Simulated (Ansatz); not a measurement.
Below is a relaxed structure of Sn. The cell was found from a structure generator's guess, not taken from experiment.

These are results of DFT PBE, scalar-relativistic, plane waves, PAW (Ansatz 0.2.0), not measurements. Cutoff 420 eV, Γ-centred mesh, Gaussian smearing, no spin polarisation.

```
CELL_PARAMETERS angstrom
-4.09993 4.09993 4.09993
4.09993 -4.09993 4.09993
4.09993 4.09993 -4.09993
ATOMIC_POSITIONS crystal
Sn 0.75000 0.25000 0.50000
Sn 0.25000 0.75000 0.50000
Sn 0.50000 0.25000 0.75000
Sn 0.75000 0.50000 0.25000
Sn 0.50000 0.75000 0.25000
Sn 0.25000 0.50000 0.75000
```

Energies count from the standard state of Sn at the same level. The references include grey tin.

(1) Find its symmetry and describe it.

(2) How far does it lie from the standard state of Sn?

(3) Is it a metal?

(4) From what recipe could a structure generator have reached it?

Answers

(1) Im-3m (No. 229). Conventional cell: a = 8.200 Å. Sn has 4 Sn at 2.90 Å.

(2) +0.14 eV/atom. So it is a metastable form at best.

(3) There is no gap on the 8×8×8 mesh, but valence and conduction bands meet within 0.015 eV, so at this level it has a zero gap rather than a metal's Fermi surface.

(4) One such recipe: 4-connected net of one element (Im-3m, No. 229). Other recipes can lead to the same cell.

The last run used an 8×8×8 mesh for its 6-atom cell and Gaussian smearing of 0.10 eV. The zero gap may come from the functional, which often closes small gaps, or the cell may be a true semimetal. Symmetry constrained the relaxation, so the result can be a saddle point.
